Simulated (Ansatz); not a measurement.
# Response to strain in CsPbI3

The reference is CsPbI$_{3}$ in the cubic perovskite structure (space group Pm-3m, No. 221; a = 6.390 Å). Axes: x, y, z lie along the cube axes.

Strains are applied to the cell and any free atomic positions relax; under biaxial strain the out-of-plane vector relaxes too; under stress the whole cell relaxes.

The values are results of DFT with PBE, PAW potentials and a 420 eV plane-wave cutoff in Ansatz (an electronic-structure program), scalar-relativistic without spin-orbit coupling, not measurements.

Notes on the quantities. pressure: mean of the normal stresses, compression positive.

| variant | gap character | hole mass | pressure |
|---|---|---|---|
| base | direct at R | 0.15 mₑ (at R) | 0.00 GPa |
| biaxial strain −0.65 %, plane normal [001], relaxed out of plane | direct at A | 0.16 mₑ out of plane, 0.14 mₑ in plane (at R) | 0.17 GPa |
| biaxial strain −3.96 %, plane normal [111], relaxed out of plane | direct at T | 0.12 mₑ along k, 0.15 mₑ across (at R) | 0.46 GPa |
| biaxial strain +4.33 %, plane normal [111], relaxed out of plane | direct at T | 0.20 mₑ out of plane, 0.16 mₑ in plane (at R) | -0.45 GPa |
| isotropic strain +0.87 % | direct at R | 0.16 mₑ (at R) | -0.36 GPa |
| uniaxial strain ε_xx = −4.02 % | direct at A | 0.099 mₑ along x, 0.15 mₑ across (at R) | 0.73 GPa |
| uniaxial strain ε_zz = −2.73 % | direct at A | 0.11 mₑ along z, 0.15 mₑ across (at R) | 0.47 GPa |
| uniaxial strain ε_zz = +4.87 % | direct at A | 0.26 mₑ along z, 0.15 mₑ across (at R) | -0.56 GPa |
| uniaxial stress, 2 GPa tension along z | direct at A | 0.67 mₑ along z, 0.13 mₑ across (at R) | – |

Spin-orbit coupling, missing from the scalar runs, can matter with I and Pb. Effective masses come from finite differences of ±0.01 Å⁻¹. Along k means along the line from Γ to the band edge. Beyond what the load breaks, stability against distortions was not tested. Many cubic perovskites are stable only at high temperature; tilts and polar distortions were not tested. This is not the structure that CsPbI3 has at room temperature and ambient pressure. Labels are those of the standard path for the cell's own space group.
